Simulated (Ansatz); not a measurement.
Here is an Ansatz 0.2.0 calculation.

Contents of input.yaml:

```yaml
crystal:
  lattice:
    - [0.18960382, -2.17228837, -2.0431441]
    - [-2.01972352, 0.10629521, -1.95983549]
    - [2.38320037, 2.28583939, -4.38944304]
  atoms:
    - { symbol: Cu, position: [0.45623224, 0.53068563, 0.48541174] }
    - { symbol: Cu, position: [0.97428428, 0.98586739, 0.0243612] }
    - { symbol: O, position: [0.80166267, 0.74472112, 0.73928024] }
    - { symbol: O, position: [0.26782081, 0.23872587, 0.25094681] }
hamiltonian:
  xc: pbe
  pseudopotentials: { kind: nc, accuracy: standard }
kpoints:
  mp_grid: { grid: [10, 10, 5] }
  band_path:
    path:
      - [[0.0, 0.0, -0.5], [0.0, 0.0, 0.0], [-0.5, 0.0, 0.0]]
      - [[-0.5, 0.0, -0.5], [0.0, 0.0, 0.0], [0.5, 0.5, 0.5]]
      - [[0.5, 0.5, 0.0], [0.0, 0.0, 0.0], [0.0, 0.5, 0.5]]
      - [[0.0, 0.5, 0.0], [0.0, 0.0, 0.0]]
    npoints: 14
scf:
  occupations: { method: fermi_dirac, width: 0.05 }
  n_extra_bands: 10
output:
  forces: true
  stress: true
  eigenvalues: true
  fatbands: false
  write_density: true
  write_potential: true
  elf: true
  volumetric_format: npy
```

Potentials or basis: PseudoDojo standard (PBE files).

The run is started by

```sh
$ ansatz run input.yaml --threads 2 --pin off --max-ram 5632MiB --backend cpu --events-out ev --progress --plain --runs-dir out
```

Problem. What does it give for the band gap on the k mesh?

Solution. None (metal or under the smearing width).

Problem. Predict the pressure.

Solution. -3.8 GPa.

Stress tensor (GPa, compression positive):
```
-4.33  1.22  7.74
 1.22 -3.23  1.89
 7.74  1.89 -3.91
```

Caveat: the run has no spin polarisation, though such a crystal can be magnetic; semilocal functionals often make such compounds metallic where correlation or magnetic order opens a gap, which also shifts bond lengths; forces of over 1 eV/Å show positions far from the minimum, so gaps and moduli don't describe the material at rest. With open d or f shells a metallic result of PBE can be an artefact of self-interaction; +U or a hybrid may open a gap.
